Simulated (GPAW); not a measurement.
A run of GPAW 26.7.0 is set up as follows.

run.py

```python
from ase.dft.bandgap import bandgap
from ase.io import read, write
from ase.units import GPa
from gpaw import GPAW, PW

atoms = read('POSCAR')

calc = GPAW(mode=PW(600),
            xc='LDA',
            kpts={'size': (10, 10, 10), 'gamma': True},
            occupations={'name': 'methfessel-paxton', 'order': 0, 'width': 0.02},
            nbands=13,
            convergence={'density': 1e-05, 'energy': 1e-05},
            maxiter=150,
            txt='gpaw.txt')
atoms.calc = calc
energy = atoms.get_potential_energy()
forces = atoms.get_forces()
stress = atoms.get_stress()
calc.write('gs.gpw')
write('result.traj', atoms)
print(f'Energy: {energy:.6f} eV')
print('Forces (eV/A):')
print(forces.round(4))
print('Stress (GPa):', (stress / GPa).round(3))
print('Fermi level:', round(calc.get_fermi_level(), 4), 'eV')
print(f'Gap: {bandgap(calc)[0]:.4f} eV, direct: {bandgap(calc, direct=True)[0]:.4f} eV')
```

File POSCAR:

```
Hg
1.0
   -1.8767364354      1.8767364354      1.9168448550
    1.8767364354     -1.8767364354      1.9168448550
    1.8767364354      1.8767364354     -1.9168448550
Hg
1
Direct
    0.5000000000      0.5000000000      0.0000000000
```

Potentials or basis: the program's PAW data sets (release 1.2.1) made for this functional, pw.

The run is started by

```bash
$ OMP_NUM_THREADS=1 python run.py
```

(1) Predict the pressure.

(2) Predict the band gap on the k mesh.

## Answers

(1) -4.6 GPa.

(2) none (metal or under the smearing width).
